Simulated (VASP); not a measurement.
Write the native input for VASP 6.6.1 that does the following.

```
Task                   : single point
Functional             : PBE
Potentials or basis    : VASP PAW PBE potentials, release 64 (Ga_d)
Cutoff                 : 520 eV
k mesh                 : 10 × 10 × 10
Occupations            : fermi-dirac, width 0.05 eV
Spin                   : no spin polarisation
Further INCAR settings : ALGO = Normal; EDIFF = 1e-07; NBANDS = 12
```

The structure of Ga lies in POSCAR:

```
Ga
1.0
    2.7164800000      0.0000000000      0.0000000000
    0.0000000000      2.7164800000      0.0000000000
    0.0000000000      0.0000000000      2.7164800000
Ga
1
Direct
    0.0000000000      0.0000000000      0.0000000000
```

The cell was built by a generator and needn't be a form met in nature.

One way to write it, as run:

INCAR

```
PREC = Accurate
ENCUT = 520
EDIFF = 1E-7
ISMEAR = -1
SIGMA = 0.05
LREAL = False
LASPH = True
NELM = 100
ALGO = Normal
ISIF = 2
LWAVE = False
LCHARG = True
GGA = PE
LELF = True
LVHAR = True
NBANDS = 12
```

KPOINTS

```
regular mesh
0
Gamma
  10 10 10
```

Potentials or basis: VASP PAW PBE potentials, release 64 (Ga_d).

The run is started by

```sh
$ cat potpaw_PBE.64/Ga_d/POTCAR > POTCAR
$ mpirun -np 1 vasp_std > vasp.out
```

It gave:

```
Pressure               : 0.3 GPa
Band gap on the k mesh : none (metal or under the smearing width)
```

It took 8.6 s on 1 thread of AMD EPYC 7R43 64-Core Processor (Zen 3), on a shared host, peak memory 0.09 GiB.
